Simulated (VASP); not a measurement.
# CdSe (F-43m) in VASP: notebook

Runs on CdSe. Level: LDA. Tasks: single point, relaxation of cell and atoms.

All numbers are computed with VASP 6.6.1; they aren't measurements. Logs are shortened: lines on timing, memory, paths and dates and some standing lists are left out, and cuts for length are marked.

## 1. The crystal as given

Symmetry: F-43m, No. 216, cubic system. The conventional cell has a = 6.008 Å, b = 6.008 Å, c = 6.008 Å, α = 90.00°, β = 90.00°, γ = 90.00°. Cd (site symmetry -43m) is surrounded by 4 Se at 2.60 Å. Se (site symmetry -43m) has 4 Cd at 2.60 Å as nearest neighbours.

Measurements of this composition are mostly on another form, of space group No. 186.

## 2. Single point, LDA

INCAR

```
SYSTEM = CdSe
  PREC = Accurate
  ENCUT = 520
  EDIFF = 1E-6
  ISMEAR = 0
  SIGMA = 0.01
  LREAL = .False.
  LASPH = .True.
  NELM = 100
  ALGO = Fast
  ISIF = 2
  LWAVE = .False.
  LCHARG = .False.
  GGA = CA
  NBANDS = 16
```

KPOINTS

```
Automatic mesh
0
Gamma
  10 10 10
  0 0 0
```

POSCAR

```
CdSe
1.0
    0.0000000000      3.0039002155      3.0039002155
    3.0039002155      0.0000000000      3.0039002155
    3.0039002155      3.0039002155      0.0000000000
Cd Se
1 1
Direct
    0.0000000000      0.0000000000      0.0000000000
    0.7500000000      0.7500000000      0.7500000000
```

Potentials or basis: VASP PAW LDA potentials, release 64 (Cd, Se).

On the command line:

```sh
$ cat potpaw_LDA.64/Cd/POTCAR potpaw_LDA.64/Se/POTCAR > POTCAR
$ mpirun -np 1 vasp_std > vasp.out
```

OUTCAR:

```text
SYSTEM = CdSe
   PREC = Accurate
   ENCUT = 520
   EDIFF = 1E-6
   ISMEAR = 0
   LREAL = .False.
   LASPH = .True.
   NELM = 100
   ISIF = 2
   GGA = CA

 ion  position               nearest neighbor table
   1  0.000  0.000  0.000-   2 2.60   2 2.60   2 2.60   2 2.60
   2  0.750  0.750  0.750-   1 2.60   1 2.60   1 2.60   1 2.60

  LATTYP: Found a face centered cubic cell.
 ALAT       =     6.0078004310

  Lattice vectors:

 A1 = (   0.0000000000,   3.0039002155,   3.0039002155)
 A2 = (   3.0039002155,   0.0000000000,   3.0039002155)
 A3 = (   3.0039002155,   3.0039002155,   0.0000000000)

Analysis of symmetry for initial positions (statically):
=====================================================================
 Subroutine PRICEL returns:
 Original cell was already a primitive cell.

 Routine SETGRP: Setting up the symmetry group for a
 face centered cubic supercell.

 Subroutine GETGRP returns: Found 24 space group operations
 (whereof 24 operations were pure point group operations)
 out of a pool of 48 trial point group operations.

The static configuration has the point symmetry T_d .

Analysis of symmetry for dynamics (positions and initial velocities):
=====================================================================
 Subroutine PRICEL returns:
 Original cell was already a primitive cell.

 Routine SETGRP: Setting up the symmetry group for a
 face centered cubic supercell.

 Subroutine GETGRP returns: Found 24 space group operations
 (whereof 24 operations were pure point group operations)
 out of a pool of 48 trial point group operations.

The dynamic configuration has the point symmetry T_d .

 Subroutine INISYM returns: Found 24 space group operations
 (whereof 24 operations are pure point group operations),
 and found     1 'primitive' translations

----------------------------------------------------------------------------------------

                                     Primitive cell

  volume of cell :      54.2109

  direct lattice vectors                    reciprocal lattice vectors
     0.000000000  3.003900215  3.003900215    -0.166450269  0.166450269  0.166450269
     3.003900215  0.000000000  3.003900215     0.166450269 -0.166450269  0.166450269
     3.003900215  3.003900215  0.000000000     0.166450269  0.166450269 -0.166450269

  length of vectors
     4.248156425  4.248156425  4.248156425     0.288300323  0.288300323  0.288300323

  position of ions in fractional coordinates (direct lattice)
     0.000000000  0.000000000  0.000000000
     0.750000000  0.750000000  0.750000000

  ion indices of the primitive-cell ions
   primitive index   ion index
                 1           1
                 2           2

----------------------------------------------------------------------------------------

 KPOINTS: Automatic mesh

Automatic generation of k-mesh.
 Grid dimensions read from file:
 generate k-points for:   10   10   10

 Generating k-lattice:

  Cartesian coordinates                     Fractional coordinates (reciprocal lattice)
    -0.016645027  0.016645027  0.016645027     0.100000000  0.000000000  0.000000000
     0.016645027 -0.016645027  0.016645027     0.000000000  0.100000000  0.000000000
     0.016645027  0.016645027 -0.016645027     0.000000000  0.000000000  0.100000000

  Length of vectors
     0.028830032  0.028830032  0.028830032

  Shift w.r.t. Gamma in fractional coordinates (k-lattice)
     0.000000000  0.000000000  0.000000000

 Subroutine IBZKPT returns following result:
 ===========================================

 Found     47 irreducible k-points:

 Following reciprocal coordinates:
            Coordinates               Weight
  0.000000  0.000000  0.000000      1.000000
  0.100000  0.000000  0.000000      8.000000
  0.200000  0.000000  0.000000      8.000000
  0.300000  0.000000  0.000000      8.000000
  0.400000  0.000000  0.000000      8.000000
  0.500000  0.000000  0.000000      4.000000
[... 16 lines left out ...]
  0.300000  0.300000  0.000000      6.000000
  0.400000  0.300000  0.000000     24.000000
 [... further k-points ...]
   k-points           NKPTS =     47   k-points in BZ     NKDIM =     47   number of bands    NBANDS=     16
   number of dos      NEDOS =    301   number of ions     NIONS =      2
   total plane-waves  NPLWV =  32768
   dimension x,y,z NGX =    32 NGY =   32 NGZ =   32
   dimension x,y,z NGXF=    64 NGYF=   64 NGZF=   64
   ions per type =               1   1
   NGX,Y,Z   is equivalent  to a cutoff of  12.52, 12.52, 12.52 a.u.
   NGXF,Y,Z  is equivalent  to a cutoff of  25.05, 25.05, 25.05 a.u.
 SYSTEM =  CdSe
   PREC   = accura    normal or accurate (medium, high low for compatibility)
   ISTART =      0    job   : 0-new  1-cont  2-samecut
   ICHARG =      2    charge: 1-file 2-atom 10-const
   ISPIN  =      1    spin polarized calculation?
   LNONCOLLINEAR =      F non collinear calculations
   LSORBIT =      F    spin-orbit coupling
   LASPH  =      T    aspherical Exc in radial PAW
   ENCUT  =  520.0 eV  38.22 Ry    6.18 a.u.   7.90  7.90  7.90*2*pi/ulx,y,z
   NELM   =    100;   NELMIN=  2; NELMDL= -5     # of ELM steps
   EDIFF  = 0.1E-05   stopping-criterion for ELM
   LREAL  =      F    real-space projection
   EDIFFG = 0.1E-04   stopping-criterion for IOM
   NSW    =      0    number of steps for IOM
   IBRION =     -1    ionic relax: 0-MD 1-quasi-New 2-CG
   NFREE  =      0    steps in history (QN), initial steepest desc. (CG)
   ISIF   =      2    stress and relaxation
   ISYM   =      2    0-nonsym 1-usesym 2-fastsym
   POTIM  = 0.5000    time-step for ionic-motion
   TEBEG  =    0.0;   TEEND  =   0.0 temperature during run
   PSTRESS=    0.0 pullay stress
   NELECT =      18.0000    total number of electrons
   NUPDOWN=      -1.0000    fix difference up-down
   EMIN   =  10.00;   EMAX   =-10.00  energy-range for DOS
   EFERMI =   0.00;   METHOD = LEGACY
   ISMEAR =     0;   SIGMA  =   0.01  broadening in eV -4-tet -1-fermi 0-gaus
   EFERMI_NEDOS =   21; number of points for ismear=-14 and -15
   IALGO  =     68    algorithm
   IMIX   =      4    mixing-type and parameters
     AMIX     =   0.40;   BMIX     =  1.00
     AMIX_MAG =   1.60;   BMIX_MAG =  1.00
  volume/ion in A,a.u.               =      27.11       182.92
  Fermi-wavevector in a.u.,A,eV,Ry     =   1.133627  2.142244 17.484984  1.285110
  Thomas-Fermi vector in A             =   2.270330
   LORBIT       =      0    0 simple, 1 ext, 2 COOP (PROOUT), +10 PAW based schemes
   GGA     = CA    functional components
   LHFCALC =     F    Hartree Fock is set to
   AEXX    =    0.0000 exact exchange contribution
   IVDW    =     0    specifies the selected vdW correction
   LEPSILON=     F    determine dielectric tensor
   LRPA    =     F    only Hartree local field effects (RPA)
 non-spin polarized calculation
 RMM-DIIS sequential band-by-band and
 Gauss-broadening in eV      SIGMA  =   0.01
  energy-cutoff  :      520.00
  volume of cell :       54.21
 maximum number of plane-waves:      1476
   NGX = 15   NGY = 15   NGZ = 15

 number of electron      17.9999994 magnetization

 Free energy of the ion-electron system (eV)
  ---------------------------------------------------
  ext. energy  EPLUGINS =         0.00000000
  ---------------------------------------------------
  free energy    TOTEN  =        -6.76231108 eV

  energy without entropy =       -6.76231108  energy(sigma->0) =       -6.76231108

 E-fermi :   1.2254     XC(G=0):  -9.4550

 val. band max:        1.1212551750   @ k =   0.0000   0.0000   0.0000
 cond. band min:       1.5602018774   @ k =   0.0000   0.0000   0.0000
 fundamental gap:      0.4389467025
 Fermi energy:         1.2253735758

 k-point     1 :       0.0000    0.0000    0.0000
  band No.  band energies     occupation
      1     -11.7417      2.00000
      2      -6.9667      2.00000
      3      -6.9667      2.00000
      4      -6.9667      2.00000
      5      -6.5456      2.00000
      6      -6.5456      2.00000
[... 8 lines left out ...]
     15      12.2991      0.00000
     16      12.2991      0.00000

 k-point     2 :       0.1000    0.0000    0.0000
  band No.  band energies     occupation
      1     -11.7030      2.00000
      2      -6.9541      2.00000
      3      -6.9541      2.00000
      4      -6.9364      2.00000
      5      -6.5466      2.00000
      6      -6.5466      2.00000
[... 8 lines left out ...]
     15      11.5969      0.00000
     16      11.5969      0.00000

 k-point     3 :       0.2000    0.0000    0.0000
  band No.  band energies     occupation
      1     -11.6006      2.00000
      2      -6.9229      2.00000
      3      -6.9229      2.00000
      4      -6.8334      2.00000
      5      -6.5463      2.00000
      6      -6.5463      2.00000
[... 8 lines left out ...]
     15      11.1310      0.00000
     16      11.3187      0.00000

 k-point     4 :       0.3000    0.0000    0.0000
  band No.  band energies     occupation
      1     -11.4723      2.00000
      2      -6.8898      2.00000
      3      -6.8898      2.00000
      4      -6.6367      2.00000
      5      -6.5391      2.00000
      6      -6.5391      2.00000
[... 8 lines left out ...]
     15      11.4060      0.00000
     16      11.4060      0.00000
[... 324 lines left out ...]
 k-point    22 :      -0.2000    0.2000    0.0000
  band No.  band energies     occupation
      1     -11.4291      2.00000
      2      -6.8699      2.00000
      3      -6.8560      2.00000
      4      -6.6335      2.00000
      5      -6.5634      2.00000
      6      -6.4844      2.00000
[... 8 lines left out ...]
     15      12.3734      0.00000
     16      13.5019      0.00000

 k-point    23 :       0.3000    0.3000    0.0000
  band No.  band energies     occupation
      1     -11.3851      2.00000
      2      -6.7849      2.00000
      3      -6.7849      2.00000
      4      -6.7691      2.00000
      5      -6.5092      2.00000
      6      -6.5022      2.00000
[... 8 lines left out ...]
     15      13.0088      0.00000
     16      15.0503      0.00000

 k-point    24 :       0.4000    0.3000    0.0000
  band No.  band energies     occupation
      1     -11.3037      2.00000
      2      -6.7856      2.00000
      3      -6.7481      2.00000
      4      -6.7047      2.00000
      5      -6.4954      2.00000
      6      -6.3788      2.00000
[... 8 lines left out ...]
     15      13.4161      0.00000
     16      14.8845      0.00000

 [... further k-points ...]

------------------------ aborting loop because EDIFF is reached ----------------------------------------

  FORCE on cell =-STRESS in cart. coord.  units (eV):
  Direction    XX          YY          ZZ          XY          YZ          ZX
  --------------------------------------------------------------------------------------
  -------------------------------------------------------------------------------------
  Total        0.1650349      0.1650349      0.1650349      0.0000000      0.0000000      0.0000000
  in kB        4.8775292      4.8775292      4.8775292      0.0000000      0.0000000      0.0000000
  external PRESSURE =       4.8775292 kB  Pullay stress =       0.0000000 kB

 VOLUME and BASIS-vectors are now :
 -----------------------------------------------------------------------------
  energy-cutoff  :      520.00
  volume of cell :       54.21
      direct lattice vectors                 reciprocal lattice vectors
     0.000000000  3.003900215  3.003900215    -0.166450269  0.166450269  0.166450269
     3.003900215  0.000000000  3.003900215     0.166450269 -0.166450269  0.166450269
     3.003900215  3.003900215  0.000000000     0.166450269  0.166450269 -0.166450269

 POSITION                                       TOTAL-FORCE (eV/Angst)
 -----------------------------------------------------------------------------------
      0.00000      0.00000      0.00000         0.000000      0.000000      0.000000
      4.50585      4.50585      4.50585        -0.000000     -0.000000      0.000000
 -----------------------------------------------------------------------------------
    total drift:                               -0.000000     -0.000000      0.000000

  FREE ENERGIE OF THE ION-ELECTRON SYSTEM (eV)
  ---------------------------------------------------
  free  energy   TOTEN  =        -6.7623110837 eV

  energy  without entropy=       -6.7623110837  energy(sigma->0) =       -6.76231108
```

It took 10 s on 1 thread of Intel Xeon 6975P-C (Granite Rapids), shared host; peak memory 0.18 GiB.

Results:

- Free energy: -6.7623 eV
- Pressure: 0.5 GPa
- Band gap on the k mesh: 0.44 eV, direct

A hybrid or GW would open this gap; LDA tends to underestimate it.

## 3. Relaxation of cell and atoms, LDA

This run uses another cell than the first one, of 28.94 Å³/atom, 1.068 times its volume.

INCAR

```
PREC = Accurate
ENCUT = 600
EDIFF = 1E-6
ISMEAR = 0
SIGMA = 0.01
LREAL = False
LASPH = True
NELM = 60
ALGO = Fast
ISIF = 3
LWAVE = False
LCHARG = False
GGA = CA
IBRION = 2
NSW = 100
EDIFFG = -0.005
```

KPOINTS

```
regular mesh
0
Gamma
  10 10 10
```

POSCAR

```
CdSe
1.0
    0.0000000000      3.0702711986      3.0702711986
    3.0702711986      0.0000000000      3.0702711986
    3.0702711986      3.0702711986      0.0000000000
Cd Se
1 1
Direct
    0.0000000000      0.0000000000      0.0000000000
    0.7500000000      0.7500000000      0.7500000000
```

Potentials or basis: VASP PAW LDA potentials, release 64 (Cd, Se).

On the command line:

```sh
$ cat potpaw_LDA.64/Cd/POTCAR potpaw_LDA.64/Se/POTCAR > POTCAR
$ mpirun -np 1 vasp_std > vasp.out
```

OUTCAR:

```text
PREC = Accurate
   ENCUT = 600
   EDIFF = 1E-6
   ISMEAR = 0
   LREAL = False
   LASPH = True
   NELM = 60
   ISIF = 3
   GGA = CA
   IBRION = 2
   NSW = 100
   EDIFFG = -0.005

 ion  position               nearest neighbor table
   1  0.000  0.000  0.000-   2 2.66   2 2.66   2 2.66   2 2.66
   2  0.750  0.750  0.750-   1 2.66   1 2.66   1 2.66   1 2.66

  LATTYP: Found a face centered cubic cell.
 ALAT       =     6.1405423972

  Lattice vectors:

 A1 = (   0.0000000000,   3.0702711986,   3.0702711986)
 A2 = (   3.0702711986,   0.0000000000,   3.0702711986)
 A3 = (   3.0702711986,   3.0702711986,   0.0000000000)

Analysis of symmetry for initial positions (statically):
=====================================================================
 Subroutine PRICEL returns:
[... 270 lines left out ...]
      5      -6.5899      2.00000
      6      -6.5899      2.00000
      7       1.0579      2.00000
      8       1.0579      2.00000
      9       1.0579      2.00000
     10       1.4816      0.00000
     11       6.8538      0.00000
     12       6.8538      0.00000
     13       6.8538      0.00000
[... 354 lines left out ...]
  band No.  band energies     occupation
      1     -11.3299      2.00000
      2      -6.8239      2.00000
      3      -6.7882      2.00000
      4      -6.7445      2.00000
      5      -6.5407      2.00000
      6      -6.4246      2.00000
      7      -2.6327      2.00000
      8      -0.7195      2.00000
      9      -0.5413      2.00000
     10       4.4436      0.00000
     11       5.0365      0.00000
     12       8.5085      0.00000
     13       9.6200      0.00000

 [... further k-points ...]

------------------------ aborting loop because EDIFF is reached ----------------------------------------

  FORCE on cell =-STRESS in cart. coord.  units (eV):
  Direction    XX          YY          ZZ          XY          YZ          ZX
  --------------------------------------------------------------------------------------
  -------------------------------------------------------------------------------------
  Total        0.0019933      0.0019933      0.0019933      0.0000000      0.0000000      0.0000000
  in kB        0.0584781      0.0584781      0.0584781      0.0000000      0.0000000      0.0000000
  external PRESSURE =       0.0584781 kB  Pullay stress =       0.0000000 kB
[... 17 lines left out ...]
  FREE ENERGIE OF THE ION-ELECTRON SYSTEM (eV)
  ---------------------------------------------------
  free  energy   TOTEN  =        -6.7637052460 eV

  energy  without entropy=       -6.7637052460  energy(sigma->0) =       -6.76370525

 reached required accuracy - stopping structural energy minimisation
```

OSZICAR:

```text
N       E                     dE             d eps       ncg     rms          rms(c)
DAV:   1     0.117119100997E+03    0.11712E+03   -0.96762E+03  1238   0.140E+03
[... 25 lines left out ...]
DAV:   1    -0.682792884589E+01   -0.68032E-01   -0.13292E+00  1387   0.162E+01    0.196E+00
RMM:   2    -0.677011738806E+01    0.57811E-01   -0.14358E-01  1222   0.487E+00    0.735E-01
RMM:   3    -0.676445157944E+01    0.56658E-02   -0.18331E-02  1222   0.110E+00    0.588E-01
RMM:   4    -0.676376398626E+01    0.68759E-03   -0.19700E-03  1222   0.418E-01    0.106E-01
RMM:   5    -0.676374394621E+01    0.20040E-04   -0.10636E-03  1222   0.320E-01    0.589E-02
RMM:   6    -0.676370430546E+01    0.39641E-04   -0.22532E-04  1222   0.187E-01    0.159E-02
RMM:   7    -0.676370552433E+01   -0.12189E-05   -0.63788E-06  1159   0.228E-02    0.569E-03
RMM:   8    -0.676370524600E+01    0.27833E-06   -0.17586E-06   742   0.140E-02
   3 F= -.67637052E+01 E0= -.67637052E+01  d E =-.316235E-01
```

It took 33 s on 1 thread of Intel Xeon 6975P-C (Granite Rapids), shared host; peak memory 0.21 GiB.

Results:

```yaml
Free_energy: -6.7637 eV
Relaxed_volume: 27.31 Å³/atom
Relaxed_cell: a = 4.259 Å, b = 4.259 Å, c = 4.259 Å, α = 60.00°, β = 60.00°, γ = 60.00°
Space_group_after_relaxing_to_0.05_Å: F-43m (No. 216)
Energy_gained_by_relaxing: 15.8 meV/atom
Ionic_steps: 3
Pressure_after_relaxing: 0.0 GPa
Band_gap_on_the_k_mesh: 0.42 eV, direct
```

The path:
```csv
step,energy change (eV),largest force (eV/Å),pressure (GPa),volume (Å³)
1,0.0000,0.0000,-2.93,57.88
2,-0.0278,0.0000,1.18,53.57
3,-0.0316,0.0000,0.01,54.61
```

Final structure:
```
Cd Se
1.0
     0.00000    3.01132    3.01132
     3.01132    0.00000    3.01132
     3.01132    3.01132    0.00000
Cd Se
1 1
Direct
  0.00000 0.00000 0.00000
  0.75000 0.75000 0.75000
```

Levels at points of the mesh, in eV from the valence-band top:
| k point | band 7 | band 8 | band 9 | band 10 | band 11 | band 12 |
| --- | --- | --- | --- | --- | --- | --- |
| (0.00, 0.00, 0.00) | 0.00 | 0.00 | 0.00 | 0.42 | 5.80 | 5.80 |
| (0.50, 0.00, 0.00) | -4.66 | -0.81 | -0.81 | 2.23 | 6.32 | 6.32 |
| (0.50, 0.50, 0.00) | -4.30 | -1.99 | -1.99 | 2.88 | 3.64 | 9.03 |

A hybrid or GW would open this gap; LDA tends to underestimate it.

(Part 1 of 2 ends here.)
